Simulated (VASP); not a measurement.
Runs of VASP 6.6.1 on Tb. Symmetry: Im-3m, No. 229, cubic system. Conventional cell: a = 4.020 Å, b = 4.020 Å, c = 4.020 Å, α = 90.00°, β = 90.00°, γ = 90.00°. Tb (site symmetry m-3m) is surrounded by 8 Tb at 3.48 Å. This isn't the form of Tb at room conditions, which is hcp.

```tsv
task	level	potentials or basis	cutoff (eV)	smearing	gap on the mesh (eV)	pressure (GPa)	moment (μB)
single point	LDA	VASP PAW PBE potentials, release 64 (Tb_3), 4f in core	600	gaussian 0.05 eV	none	-4.5	(b)
single point	PBE	VASP PAW PBE potentials, release 64 (Tb_3), 4f in core	600	gaussian 0.05 eV	none	-0.1	(a)
single point	PBE	VASP PAW PBE potentials, release 64 (Tb)	500	gaussian 0.02 eV	none	-0.1	5.89
band structure	RPBE+D4	VASP PAW PBE potentials, release 64 (Tb_3), 4f in core	520	gaussian 0.05 eV	-	-	0.61
```

Alike in all rows: spin collinear, ferromagnetic start; cell as given; k mesh 9 × 9 × 9.

Estimate the missing entries.

(a) 0.01; (b) 0.00.

Caveats: the magnetic or orbital state may not be the lowest; spin-orbit coupling is left out, which moves the levels of the heavy elements; the 4f electrons are frozen in the core as for a trivalent ion, so they carry no moment and show no levels (some runs); the PAW data sets were made with another functional, which shifts forces and pressure a little (some runs); ASE's xc='lda' writes no GGA tag, so the PBE potentials set the functional and the run is PBE (some runs); pairwise dispersion overbinds metals, which lowers pressure and volume (some runs).

A k mesh can miss the band edges, and the runs leave out spin-orbit coupling on Tb.

A gap of «none» marks a metal or a gap under the smearing width.

The runs don't all hold the same shells in valence.
